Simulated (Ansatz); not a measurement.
An Ansatz input:

```yaml
crystal:
  lattice:
    - [2.8307186005, 0.0, 0.0]
    - [0.0, 2.8307186005, 0.0]
    - [0.0, 0.0, 2.8307186005]
  atoms:
    - { symbol: Se, position: [0.0, 0.0, 0.0] }
hamiltonian:
  xc: hse06
  pseudopotentials:
    kind: paw
    azcp:
      Se: "pseudopotentials/Se.paw.azcp"
basis:
  ecutwfc: 420
  fft_grid_basis: typed
kpoints:
  mp_grid: { grid: [6, 6, 6], shift: [0, 0, 0] }
magnetization:
  spin_polarized: false
scf:
  occupations: { method: fermi_dirac, width: 0.1 }
output:
  write_density: true
  write_potential: true
  elf: true
  volumetric_format: npy
```

Output

```
Engine: ansatz 0.2.0, aarch64-unknown-linux-gnu
Pseudopotentials: kind: paw
Pseudopotential: Se, paw, valence charge 16, recommended cutoff 420 eV (normal) 
Functional definition: HSE06
  parameter a = 0.25
  parameter omega = 0.11/bohr
  exchange = pbe_x - a*pbe_x_sr(omega) + a*exact_x_sr(omega)
  correlation = pbe_c
Crystal: 1 atoms, lattice volume = 22.682 Å³
Basis set: ecut = 420 eV, 461 PW (Γ)
Bands: 12, of which v1, the nominal top of the filled ones, is band 8 counted from 1 (7 counted from 0)
Symmetry: 48 space group operations
Space group: Pm-3m (ITA 221), of the structure as read, at distance tolerance 2.8e-5 Å
k-points: 20 of 216
Non-local potential: Se, projectors of the file, l = 0: 2, l = 1: 2, l = 2: 3, l = 3: 1
PAW form: soft (Blöchl's): semilocal exchange-correlation on the pseudo side does not see the compensation charge
PAW frozen core: Se, regenerated for the run's functional, and the local potential with it (the file was generated under x = pbe(κ = 0.804, μ = 0.2195149727645171), c = pbe(β = 0.06672455060314922))
PAW one-centre angular grid: Se, 590 points (default); XC on 64 Gauss nodes
Initial density: superposition of atomic densities (neutral atoms: chi_scale 0, normalization atom), corrected by the library's trained network
Initial wavefunctions: pseudopotential atomic-orbital guess
Functional: x = pbe(κ = 0.804, μ = 0.2195149727645171), c = pbe(β = 0.06672455060314922), warm-up for x = pbe(κ = 0.804, μ = 0.2195149727645171) + 0.25 (exact − pbe) at short range (hse, ω = 0.20786987370883472 Å⁻¹), c = pbe(β = 0.06672455060314922); HSE06 as pw.x's `hse` composes it (authors' and Libxc's form: `xc: wpbeh`)
SCF iter   1: F=—  HF=-5468.760430 eV  |F-HF|=—  |Δ(HF+E_count)|=         —  Δρ=6.98e-4  dr2=3.29e-5  ethr=1.77e-3  ⟨swp⟩=7.3  Hψ=984  notcnv=0
SCF iter   2: F=—  HF=-5468.760593 eV  |F-HF|=—  |Δ(HF+E_count)|=   1.63e-4  Δρ=3.89e-4  dr2=1.09e-5  ethr=2.05e-7  ⟨swp⟩=4.1  Hψ=702  notcnv=0
SCF iter   3: F=—  HF=-5468.760674 eV  |F-HF|=—  |Δ(HF+E_count)|=   8.06e-5  Δρ=1.85e-4  dr2=2.38e-6  ethr=6.80e-8  ⟨swp⟩=3.0  Hψ=464  notcnv=0
iter 4 solved again at ethr=1.72e-11 eV; its pass at ethr=1.49e-8 eV (dr2=2.76e-9 eV) is discarded
SCF iter   4: F=—  HF=-5468.760699 eV  |F-HF|=—  |Δ(HF+E_count)|=   2.52e-5  Δρ=6.43e-6  dr2=2.79e-9  ethr=1.72e-11  ⟨swp⟩=4.2  Hψ=1096  notcnv=0
SCF iter   5: F=-5468.760699 eV  HF=-5468.760699 eV  |F-HF|=9.65e-10  |Δ(HF+E_count)|=   4.75e-8  Δρ=9.65e-7  dr2=6.86e-11  ethr=1.72e-11  ⟨swp⟩=3.0  Hψ=566  notcnv=0
SCF 1 converged in 5 iterations: F = -5468.760699 eV  dr2 = 6.86e-11
Initial density: handed on by an earlier stage of this run
Initial wavefunctions: those handed on with the density
Functional: x = pbe(κ = 0.804, μ = 0.2195149727645171) + 0.25 (exact − pbe) at short range (hse, ω = 0.20786987370883472 Å⁻¹), c = pbe(β = 0.06672455060314922); HSE06 as pw.x's `hse` composes it (authors' and Libxc's form: `xc: wpbeh`)
Exchange kernel: α = 0.2500, screened, ω = 0.2079 Å⁻¹, Wigner–Seitz truncation, v(0) = 1039.3651 eV·Å³, q-mesh 6×6×6, nearest image of the exchange supercell L = 16.98 Å, pair-density grid 12×12×12, without the augmentation charges, whose exchange is taken in its separable form by FFT convolution over the k-point mesh (sized by the pseudopotential files, 20×20×20 at the most), smooth part of the exact exchange by density-matrix convolution
Frozen-core exchange: fock
iter 1 solved again at ethr=1.94e-5 eV; its pass at ethr=1.00e-1 eV (dr2=3.11e-3 eV) is discarded
SCF iter   1: F=—  HF=-5469.942066 eV  |F-HF|=—  |Δ(HF+E_count)|=         —  Δρ=5.38e-3  dr2=3.54e-3  ethr=1.94e-5  ⟨swp⟩=4.2  Hψ=1319  notcnv=0
SCF iter   2: F=—  HF=-5469.937577 eV  |F-HF|=—  |Δ(HF+E_count)|=   4.49e-3  Δρ=2.37e-3  dr2=1.02e-3  ethr=1.94e-5  ⟨swp⟩=3.0  Hψ=511  notcnv=0
SCF iter   3: F=—  HF=-5469.937214 eV  |F-HF|=—  |Δ(HF+E_count)|=   3.63e-4  Δρ=3.97e-4  dr2=1.68e-4  ethr=4.38e-6  ⟨swp⟩=2.7  Hψ=426  notcnv=0
SCF iter   4: F=—  HF=-5469.939473 eV  |F-HF|=—  |Δ(HF+E_count)|=   2.26e-3  Δρ=5.84e-4  dr2=4.68e-5  ethr=7.49e-8  ⟨swp⟩=4.0  Hψ=804  notcnv=0
SCF iter   5: F=-5469.939444 eV  HF=-5469.939444 eV  |F-HF|=1.82e-8  |Δ(HF+E_count)|=   2.89e-5  Δρ=3.12e-5  dr2=1.20e-6  ethr=7.49e-8  ⟨swp⟩=3.0  Hψ=566  notcnv=0
SCF 2 stopped early in 5 iterations: F = -5469.939444 eV  dr2 = 1.20e-6
hybrid outer 1: dexx = +2.672e-3 eV, tail = 4.96e-5 eV
Exchange kernel: α = 0.2500, screened, ω = 0.2079 Å⁻¹, Wigner–Seitz truncation, v(0) = 1039.3651 eV·Å³, q-mesh 6×6×6, nearest image of the exchange supercell L = 16.98 Å, pair-density grid 12×12×12, without the augmentation charges, whose exchange is taken in its separable form by FFT convolution over the k-point mesh (sized by the pseudopotential files, 20×20×20 at the most), smooth part of the exact exchange by density-matrix convolution
Frozen-core exchange: fock
SCF iter   1: F=—  HF=-5469.939627 eV  |F-HF|=—  |Δ(HF+E_count)|=         —  Δρ=9.81e-5  dr2=1.32e-6  ethr=1.55e-6  ⟨swp⟩=3.1  Hψ=507  notcnv=0
iter 2 solved again at ethr=1.93e-10 eV; its pass at ethr=6.41e-9 eV (dr2=3.09e-8 eV) is discarded
SCF iter   2: F=—  HF=-5469.939627 eV  |F-HF|=—  |Δ(HF+E_count)|=   8.75e-8  Δρ=2.20e-5  dr2=1.12e-7  ethr=1.93e-10  ⟨swp⟩=2.1  Hψ=1079  notcnv=0  defer=2
SCF iter   3: F=-5469.939627 eV  HF=-5469.939627 eV  |F-HF|=1.03e-8  |Δ(HF+E_count)|=   6.63e-7  Δρ=1.22e-5  dr2=2.24e-8  ethr=1.93e-10  ⟨swp⟩=3.2  Hψ=599  notcnv=0
SCF 3 converged in 3 iterations: F = -5469.939627 eV  dr2 = 2.24e-8
hybrid outer 2: dexx = +8.225e-7 eV, tail = 6.38e-8 eV, Δε = 5.05e-3 eV (about 3.43e-4 eV left of the loop's levels)
hybrid SCF converged: 2 outer / 8 inner (+5 warm-up), last move |dexx| = 8.22e-7 eV, tail = 6.38e-8 eV
Stability not checked: this state was not tested for a lower state beside it, because the functional holds exact exchange (a hybrid, or Hartree-Fock), whose exchange loop this test does not read (fock_operator; see scf.lower_state_search)
Free energy (F): -5469.939627 eV
Frozen-core exchange: fock
Harris-Foulkes:  -5469.939627 eV  (|F-HF|=1.03e-8)
Internal energy: -5469.911474 eV  (E = F + TS)
E sigma→0 (E₀):  -5469.925551 eV
Entropy (-TS):   -0.028153 eV (-28.153 meV/atom)
Fermi energy:    9.537420 eV
--- Per-component energies (eV) ---
  E_band       = -419.867452
  E_kinetic    = 115.045592
  E_local      = -2241.553511  (includes V_loc(G=0)·N_el)
  E_nonlocal   = -594.358652
  E_hartree    = 1114.344802
  E_xc         = -82.912133
  E_vxc        = -77.659641  (∫ρ·V_xc dr)
  E_exx        = -67.667308  (= α·E_x^exact, valence–valence)
  E_paw        = -1864.300415  (= ΣΔE_a)
  E_vpaw       = 285.298830  (= ΣTr[D̂ρ^β])
  E_aug_tail   = -0.000568  (compensation charges beyond the density's cutoff)
  E_ewald      = -1847.438301
  E_core_change = -1.070980  (= ΣΔE_core)
  E_smearing   = -0.028153  (= −TS)
  E_closure    = -0.000000  (closes the sum)
  Σ components = -5469.939627   (vs F -5469.939627, Δ=-9.09e-13)
--- Band table (eV; the first three rows and the last of 20) ---
  k-point 0: bands = ["-43.2907", "-43.2907", "-43.2610", "-43.2610", "-43.2610", "-8.2804", "11.1218", "11.1218", "11.1218", "17.9026"]
  k-point 1: bands = ["-43.2905", "-43.2843", "-43.2627", "-43.2627", "-43.2607", "-7.8545", "7.6878", "11.4698", "11.4698", "18.3266"]
  k-point 2: bands = ["-43.2900", "-43.2716", "-43.2662", "-43.2662", "-43.2603", "-6.7641", "3.5035", "12.2899", "12.2899", "19.4359"]
  k-point 19: bands = ["-43.2748", "-43.2748", "-43.2748", "-43.2513", "-43.2513", "-1.2649", "5.6730", "5.6730", "5.6730", "15.9700"]
  guard bands above this table: 2 of the run's 12 bands. The solve was not asked for them (output.publish_guard_bands: true or output.eigenvalues: true publishes all)
```

Command:

```sh
ansatz run input.yaml --threads 4 --pin off --max-ram 8192MiB --backend cpu --events-out ev --progress --plain --runs-dir out
```

On 4 threads of Arm Neoverse V1 (shared host) this took about 2.7 s of wall time and 7.8 s of CPU time, with 0.69 GiB at the peak.
